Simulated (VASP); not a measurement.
A run of VASP 6.6.1 is set up as follows.

Contents of INCAR:

```
SYSTEM = La
PREC     = Accurate       ! precision mode
ENCUT    = 520            ! plane-wave cutoff, eV
EDIFF    = 1E-6           ! SCF threshold, eV
ISMEAR   = 0              ! smearing method
SIGMA    = 0.1            ! smearing width, eV
LREAL    = .False.        ! projectors in reciprocal space
LASPH    = .True.         ! aspherical terms in the spheres
NELM     = 120            ! most SCF steps
ALGO     = Normal         ! electronic algorithm
ISIF     = 3              ! what is computed and relaxed
LWAVE    = .False.        ! write WAVECAR
LCHARG   = .False.        ! write CHGCAR
GGA      = PE             ! functional
IBRION   = 2              ! ionic algorithm
NSW      = 90             ! ionic steps
EDIFFG   = -0.01          ! ionic threshold
KPAR     = 2
```

File KPOINTS:

```
regular mesh
0
Gamma
  11 11 3
  0 0 0
```

The input POSCAR:

```
La
1.0
    3.7700000000      0.0000000000      0.0000000000
   -1.8850000000      3.2649157700      0.0000000000
    0.0000000000      0.0000000000     12.1590000000
La
4
Direct
    0.0000000000      0.0000000000      0.0000000000
    0.0000000000      0.0000000000      0.5000000000
    0.3333333300      0.6666666700      0.7500000000
    0.6666666700      0.3333333300      0.2500000000
```

Potentials or basis: VASP PAW PBE potentials, release 64 (La).

The run is started by

```bash
$ cat potpaw_PBE.64/La/POTCAR > POTCAR
$ mpirun -np 2 vasp_std > vasp.out
```

Task: Estimate the space group after relaxing (to 0.05 Å).

Result: P6_3/mmc (No. 194).

Task: What does it give for the relaxed cell?

Result: a = 3.773 Å, b = 3.773 Å, c = 12.095 Å, α = 90.00°, β = 90.00°, γ = 120.00°.

Task: Estimate the relaxed volume.

Result: 37.28 Å³/atom.

Task: Predict the band gap on the k mesh.

Result: None (metal or under the smearing width).

Step by step:
```csv
step,energy change (eV),largest force (eV/Å),pressure (GPa),volume (Å³)
1,0.0000,0.0000,-0.09,149.66
2,-0.0006,0.0000,-0.02,149.22
3,-0.0007,0.0000,0.02,149.00
4,-0.0007,0.0000,0.04,148.93
5,-0.0007,0.0000,0.03,148.95
6,-0.0007,0.0000,0.00,149.10
```

Spin-orbit coupling is left out, which matters for the levels of La.
